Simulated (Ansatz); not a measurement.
A generator proposed this cell of B.

```
CELL_PARAMETERS angstrom
2.33254 -2.86222 0.00000
2.33254 2.86222 0.00000
0.00000 0.00000 3.33066
ATOMIC_POSITIONS crystal
B 0.60400 0.39600 0.31018
B 0.89600 0.10400 0.31018
B 0.39600 0.60400 0.68982
B 0.10400 0.89600 0.68982
B 0.75000 0.75000 0.00000
B 0.25000 0.25000 0.00000
```

Theory: DFT PBE, scalar-relativistic, plane waves, PAW (Ansatz 0.2.0). Settings: cutoff 420 eV, Γ-centred mesh 6×6×6 on the computed 6-atom cell, Gaussian smearing of 0.10 eV; no spin polarisation.

Energies count from the standard state of B at the same level.

**Question.** Estimate its pressure, forces and energy as it stands.

**Answer.** The pressure is 28.2 GPa (the mean over three directions, positive in compression), the largest force is 1.21 eV/Å, and the energy is +1.11 eV/atom against the standard state. The shortest distance is 1.67 Å.

**Question.** How much does it gain on relaxing, and where does it end?

**Answer.** Relaxing gains about 0.69 eV/atom (the start's value is from the coarse mesh, so the gain is rough) in 22 ionic steps and ends at +0.43 eV/atom on the finer mesh. The symmetry stays Cmme (No. 67). The volume per atom grows by 6.5 %, from 7.4 to 7.9 Å³. The shortest distance goes from 1.67 Å (B–B) to 1.72 Å (B–B). Conventional cell: a = 5.177 Å, b = 5.925 Å, c = 3.088 Å. B on a site of symmetry m has 5 B at 1.72–1.76 Å; B on a site of symmetry 222 is surrounded by 4 B at 1.72 Å.

The last run used a 10×10×12 mesh (in the run's order of axes) for its 6-atom cell and Gaussian smearing of 0.10 eV. The relaxation can't lower the symmetry of the start. A structure relaxed within its symmetry needn't be a true minimum. Another cell of B relaxed alike, in C2/m, lies 207 meV/atom lower, so this cell isn't the stable form at this level.
